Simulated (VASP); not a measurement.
The system is InP.

```
In P
1.0
     0.00000    2.93933    2.93933
     2.93933    0.00000    2.93933
     2.93933    2.93933    0.00000
In P
1 1
Cartesian
  0.0000 0.0000 0.0000
  1.4697 1.4697 1.4697
```

The cell was built by a generator and needn't be a form met in nature.

Base run:

```yaml
Program: VASP 6.6.1
Functional: TB-mBJ
Potentials_or_basis: VASP PAW PBE potentials, release 64 (In_d, P)
Cutoff: 520 eV
k_mesh: 8 × 8 × 8
Occupations: gaussian, width 0.03 eV
Spin: no spin polarisation
```

Its results: band gap on the k mesh 1.62 eV, direct.

Problem. The run is repeated on the same cell with these changes: functional from TB-mBJ to PBEsol. What comes out?

Solution. Band gap on the k mesh 0.57 eV, direct.

Caveats: spin-orbit coupling is left out, which moves the levels of the heavy elements.
